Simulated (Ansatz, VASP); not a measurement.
**Two plane-wave programs on Os**

```xyz
1
Lattice="0.0000 1.9269 1.9269 1.9269 0.0000 1.9269 1.9269 1.9269 0.0000" Properties=species:S:1:pos:R:3 pbc="T T T"
Os    0.0000    0.0000    0.0000
```

Alike in both runs: task single point; functional LDA; k mesh 16 × 16 × 16; occupations fermi-dirac, width 0.1 eV; no spin polarisation.

|  | VASP | Ansatz |
| --- | --- | --- |
| version | VASP 6.6.1 | Ansatz 0.2.0 |
| potentials or method | VASP PAW LDA potentials, release 64 (Os) | plane waves (420 eV) with PAW, scalar-relativistic |
| plane-wave cutoff (eV) | 520 | 420 |
| valence electrons in the cell | 8 | 16 |

Ansatz gave:

- pressure (GPa): -15.9

Question: What did VASP give for the same quantities?

Answer: Pressure (GPa): -15.3.

The two sets of potentials don't hold the same shells in valence. Ansatz warned: «pseudo_functional_mismatch».

Caveats: so large a pressure means that the cell lies far from this level's equilibrium, or that cutoff or potentials fall short (VASP). Spin-orbit coupling is left out, which matters for the levels of Os.
